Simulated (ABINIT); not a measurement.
Runs of ABINIT 10.8.3 (patched build) on ZnAu. Symmetry: Pm-3m, No. 221, cubic system. The conventional cell has a = 3.147 Å, b = 3.147 Å, c = 3.147 Å, α = 90.00°, β = 90.00°, γ = 90.00°. Around Au (site symmetry m-3m) lie 8 Zn at 2.73 Å. Zn (site symmetry m-3m) is surrounded by 8 Au at 2.73 Å. 

```csv
task,level,potentials or basis,cell,k mesh,cutoff (eV),smearing,cell freedom (optcell),optimiser (ionmov),cutoff smearing ecutsm (Ha),force stop (Ha/bohr),fine-grid cutoff,gap on the mesh (eV),pressure (GPa),relaxed volume (Å³/atom)
relaxation of cell and atoms,PBEsol,JTH PAW PBE v2.0,relaxed,6 × 6 × 6,599,fermi-dirac 0.05 eV,2,2,0.5,2e-05,1197.3 eV,none,0.0,15.32
relaxation of cell and atoms,PBE,PseudoDojo NC SR PBE v0.4.1 standard,relaxed,6 × 6 × 6,1143,fermi-dirac 0.05 eV,2,2,0.5,2e-05,-,none,0.0,16.19
single point,PBEsol,PseudoDojo NC SR PBEsol v0.4.1 standard,as given,6 × 6 × 6,1034,fermi-dirac 0.05 eV,-,-,-,-,-,none,-3.0,-
optical spectrum,LDA-PZ,PseudoDojo NC SR LDA v0.4 stringent,as given,"12 × 12 × 12, shifted",980,gaussian 0.2 eV,-,-,-,-,-,-,(a),-
relaxation of cell and atoms,LDA,PseudoDojo NC SR LDA v0.4.1 standard,relaxed,6 × 6 × 6,1088,fermi-dirac 0.05 eV,2,2,0.5,2e-05,-,none,0.0,(b)
```

Alike in all rows: no spin polarisation.

Estimate the missing entries.

(a) -9.3; (b) 14.80.

Caveats: the PAW data sets were made with another functional, which shifts forces and pressure a little (some runs); the intraband (Drude) term is left out (some runs); spectra need much finer meshes, so this one isn't converged (some runs).

A k mesh can miss the band edges, and the runs leave out spin-orbit coupling on Au.

A gap of «none» marks a metal or a gap under the smearing width.

Not every run made on this cell is shown here.
